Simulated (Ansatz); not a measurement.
# GaAs and the effect of the dispersion correction

The cell as given:

The structure is cubic, space group F-43m (No. 216). The conventional cell has a = 5.654 Å, b = 5.654 Å, c = 5.654 Å, α = 90.00°, β = 90.00°, γ = 90.00°. Around As (site symmetry -43m) lie 4 Ga at 2.45 Å. Ga (site symmetry -43m) is surrounded by 4 As at 2.45 Å.

Kept alike: task relaxation of cell and atoms; functional PBEsol; k mesh 8 × 8 × 8; occupations fermi-dirac, width 0.05 eV; no spin polarisation. Program: Ansatz, Ansatz PAW, cutoff 420 eV. The mesh is that of the run's cell of 2 atoms. No spin-orbit coupling.

| dispersion correction | band gap (eV) | volume (Å³/atom) |
| --- | --- | --- |
| D3(BJ) | 0.646 | 21.981 |
| D3(BJ)-ATM | 0.619 | 22.058 |
| D4 | 0.590 | 22.143 |
| none | 0.425 | 22.638 |

Spin-orbit coupling, left out here, moves the band edges of heavy atoms and can close or invert small gaps. Gaps hold for each row's own relaxed cell. The relaxations keep at least the cell's symmetry (F-43m). Relaxations stop with a little pressure left, so the last digits of a volume or edge aren't settled. A gap read on the mesh alone can miss an edge between its points. All rows use potentials made for PBE.

Task: What does the dispersion correction change here?

Result: The band gap runs from 0.425 (none) to 0.646 eV (D3(BJ)). The volume runs from 21.981 (D3(BJ)) to 22.638 Å³/atom (none). Against no correction: D3(BJ) -2.9 %; D3(BJ)-ATM -2.6 %; D4 -2.2 %. Dispersion terms mostly attract and so lower the volume; the schemes' coefficients and damping set how far. Measured: 22.58 Å³/atom at 300 K (pmc:10405594, doi:10.1107/S1600576723004302); nearest none, 0.06 Å³/atom off. The runs are for a static lattice.

The gap widens in every row as the cell shrinks, and this is most likely a volume effect. The dispersion terms add energy and forces but barely touch the Kohn–Sham potential, and in zinc blende the lattice constant is the only structural freedom. Compression pushes up the antibonding, s-like conduction minimum at Γ more than the As p-like valence top, so the direct gap opens. The three-body term is mainly repulsive in dense solids, which fits the slightly larger cell of D3(BJ)-ATM compared with D3(BJ).

All the gaps remain far below the well-known experimental one, chiefly because a semilocal functional lacks the derivative discontinuity. The larger value of 0.646 eV therefore reflects a tighter lattice and not a better description of the electronic structure. Nor does the close match of the uncorrected volume to the measurement show that dispersion is unnecessary: zero-point and thermal expansion would enlarge all four cells, moving the uncorrected one away from experiment and the corrected ones towards it.
